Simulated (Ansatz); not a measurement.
# KI: the cost of one run

Method: DFT LDA, scalar-relativistic, plane waves, PAW, in Ansatz 0.2.0.

2 further runs of the same task are left out: 1 that didn't finish, 1 set aside as unsound or not needed.

## 1. Starting point

It takes space group P6_3/mmc (No. 194, hexagonal). Conventional cell: a = 4.970 Å, b = 4.970 Å, c = 8.679 Å, α = 90.00°, β = 90.00°, γ = 120.00°. K (site symmetry -3m) has 6 I at 3.60 Å as nearest neighbours. Around I (site symmetry -6m2) lie 6 K at 3.60 Å.

As a file:

```cif
data_structure
_symmetry_space_group_name_H-M 'P 1'
_symmetry_Int_Tables_number 1
_cell_length_a 4.9696
_cell_length_b 4.9696
_cell_length_c 8.6793
_cell_angle_alpha 90.000
_cell_angle_beta 90.000
_cell_angle_gamma 119.978
_cell_volume 185.68
loop_
_atom_site_label
_atom_site_type_symbol
_atom_site_fract_x
_atom_site_fract_y
_atom_site_fract_z
_atom_site_occupancy
K1 K 0.50000 0.50000 0.50000 1
K2 K 0.50000 0.50000 0.00000 1
I1 I 0.83322 0.16678 0.25000 1
I2 I 0.16678 0.83322 0.75000 1
```

It goes back to an entry of the Materials Project, which need not be the stable form.

This cell was relaxed beforehand with the same method: volume 46.42 Å³/atom, gap on the mesh 3.78 eV.

## 2. The cell under LDA

input.yaml reads:

```yaml
crystal:
  lattice:
    - [2.4856454456, -4.3033639529, 0.0]
    - [2.4856454456, 4.3033639529, 0.0]
    - [0.0, 0.0, 8.6793136639]
  atoms:
    - { symbol: K, position: [0.5, 0.5, 0.5] }
    - { symbol: K, position: [0.5, 0.5, 0.0] }
    - { symbol: I, position: [0.8332197398, 0.1667802602, 0.25] }
    - { symbol: I, position: [0.1667802602, 0.8332197398, 0.75] }
basis:
  ecutwfc: 420
kpoints:
  mp_grid: { grid: [6, 6, 4] }
hamiltonian:
  xc: lda
scf:
  occupations: { method: gaussian, width: 0.02 }
output:
  forces: true
  stress: true
  eigenvalues: true
  write_density: true
  write_potential: true
  elf: true
  volumetric_format: npy
relax:
  adjacent_minimum: "off"
  f_tol: 0.005
  max_steps: 50
  cell: { stress_tol: 0.05 }
```

Started as:

```sh
> ansatz run input.yaml --threads 1 --pin off --max-ram 2560MiB --backend cpu --events-out ev --progress --plain --runs-dir out
```

**Question.** How long does this run take on 1 thread of Intel Xeon 6975P-C (Granite Rapids), shared host, and how much memory does it need?

About 35 s, with a peak of 0.62 GiB.
